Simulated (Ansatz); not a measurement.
Runs of Ansatz 0.2.0 on MnAs. The structure is hexagonal, space group P6_3/mmc (No. 194). The conventional cell has a = 3.710 Å, b = 3.710 Å, c = 5.691 Å, α = 90.00°, β = 90.00°, γ = 120.00°. As (site symmetry -6m2) is surrounded by 6 Mn at 2.57 Å. Around Mn (site symmetry -3m) lie 6 As at 2.57 Å and 2 Mn at 2.85 Å. 

| task | level | cutoff (eV) | basis error allowed | pressure (GPa) | moment (μB) |
| --- | --- | --- | --- | --- | --- |
| band structure | PBEsol | 254 | 0.002 eV/atom | -8.7 | 6.23 |
| single point | PBEsol | 276 | 0.001 eV/atom | -8.7 | 6.23 |
| band structure | PBE | 254 | 0.002 eV/atom | -3.5 | (a) |
| band structure | LDA | 254 | 0.002 eV/atom | -14.0 | 5.88 |

Alike in all rows: potentials or basis all-electron LAPW, scalar-relativistic; spin collinear, ferromagnetic start; cell as given; k mesh 8 × 8 × 5; smearing fermi-dirac 0.05 eV.

Question: Estimate the missing entries.

Answer: (a) 6.28.

Caveats: only a ferromagnetic start was run, and an antiferromagnetic order may lie lower in energy.

Not every run made on this cell is shown here.
